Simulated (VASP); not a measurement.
Write the native input for VASP 6.6.1 that does the following.

```yaml
Task: single point
Functional: PBEsol
Potentials_or_basis: VASP PAW PBE potentials, release 64 (B, As)
Cutoff: 520 eV
k_mesh: 12 × 12 × 12
Occupations: gaussian, width 0.05 eV
Spin: no spin polarisation
Dipole_correction: no
Further_INCAR_settings: ALGO = Normal; EDIFF = 1e-07; NBANDS = 11
```

The structure of BAs lies in POSCAR:

```
BAs
1.0
    0.0000000000      2.3839417728      2.3839417728
    2.3839417728      0.0000000000      2.3839417728
    2.3839417728      2.3839417728      0.0000000000
B As
1 1
Direct
    0.0000000000      0.0000000000      0.0000000000
    0.7500000000      0.7500000000      0.7500000000
```

These files were run (other wordings do the same):

INCAR

```
SYSTEM = BAs
PREC     = Accurate       ! precision mode
ENCUT    = 520            ! plane-wave cutoff, eV
EDIFF    = 1E-7           ! SCF threshold, eV
ISMEAR   = 0              ! smearing method
SIGMA    = 0.05           ! smearing width, eV
LREAL    = .FALSE.        ! projectors in reciprocal space
LASPH    = .TRUE.         ! aspherical terms in the spheres
NELM     = 100            ! most SCF steps
ALGO     = Normal         ! electronic algorithm
ISIF     = 2              ! what is computed and relaxed
LWAVE    = .FALSE.        ! write WAVECAR
LCHARG   = .FALSE.        ! write CHGCAR
GGA      = PS             ! functional
NBANDS   = 11             ! bands
```

KPOINTS

```
Automatic mesh
0
G
  12 12 12
  0 0 0
```

Potentials or basis: VASP PAW PBE potentials, release 64 (B, As).

Launch:

```sh
$ cat potpaw_PBE.64/B/POTCAR potpaw_PBE.64/As/POTCAR > POTCAR
$ mpirun -np 1 vasp_std > vasp.out
```

It gave:

| Property | Result |
| --- | --- |
| Pressure | 0.9 GPa |
| Band gap on the k mesh | 1.08 eV, indirect (least direct gap 3.25 eV) |

Caveat: the PAW data sets were made with another functional, which shifts forces and pressure a little.

It took 9.8 s on 1 thread of Intel(R) Xeon(R) 6975P-C (Granite Rapids), on a shared host, peak memory 0.16 GiB.
